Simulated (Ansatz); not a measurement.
# BN: the cost of one run

Computed with Ansatz 0.2.0 (DFT PBE, scalar-relativistic, plane waves, PAW, unless a step's input says otherwise).

2 further runs of the same task are left out: 2 that didn't finish. Runs told in other sessions of the task aren't counted.

### Step 1. The structure to begin with

It takes space group P6_3/mmc (No. 194, hexagonal). Conventional cell: a = 2.512 Å, b = 2.512 Å, c = 8.387 Å, α = 90.00°, β = 90.00°, γ = 120.00°. B (site symmetry -6m2) has 3 N at 1.45 Å in its first shell of neighbours. N (site symmetry -6m2) is surrounded by 3 B at 1.45 Å.

As a file:

```cif
data_structure
_symmetry_space_group_name_H-M 'P 1'
_symmetry_Int_Tables_number 1
_cell_length_a 2.5122
_cell_length_b 2.5122
_cell_length_c 8.3870
_cell_angle_alpha 90.000
_cell_angle_beta 90.000
_cell_angle_gamma 120.000
_cell_volume 45.84
loop_
_atom_site_label
_atom_site_type_symbol
_atom_site_fract_x
_atom_site_fract_y
_atom_site_fract_z
_atom_site_occupancy
B1 B 0.33333 0.66667 0.25000 1
B2 B 0.66667 0.33333 0.75000 1
N1 N 0.33333 0.66667 0.75000 1
N2 N 0.66667 0.33333 0.25000 1
```

This cell comes from an earlier session at PBE: 11.460 Å³/atom at 0.01 GPa, on a 16×16×4 mesh.

Volume factors to run: 0.980, 1.020, 0.960, 1.040.

### Step 2. Volume × 0.980

The input, input.yaml:

```yaml
crystal:
  lattice:
    - [2.4953199995, 0.0, 0.0]
    - [-1.2476599997, 2.1610105101, 0.0]
    - [0.0, 0.0, 8.3307140973]
  atoms:
    - { symbol: B, position: [0.3333333333, 0.6666666667, 0.25] }
    - { symbol: B, position: [0.6666666667, 0.3333333333, 0.75] }
    - { symbol: "N", position: [0.3333333333, 0.6666666667, 0.75] }
    - { symbol: "N", position: [0.6666666667, 0.3333333333, 0.25] }
basis:
  ecutwfc: 420
  ecutrho_ratio: 4
kpoints:
  mp_grid: { grid: [16, 16, 4] }
hamiltonian:
  xc: pbe
scf:
  occupations: { method: gaussian, width: 0.05 }
output:
  forces: true
  stress: true
  eigenvalues: true
relax:
  f_tol: 0.01
  max_steps: 40
  cell: { stress_tol: 0.1, fix: [volume] }
```

Run with:

```console
$ ansatz run input.yaml --threads 2 --pin off --max-ram 2662MiB --backend cpu --events-out ev --progress --plain --runs-dir out
```

Q: Estimate wall time and peak memory on 2 threads of Arm Neoverse V2, shared host.

About 5.2 s, with a peak of 0.34 GiB.
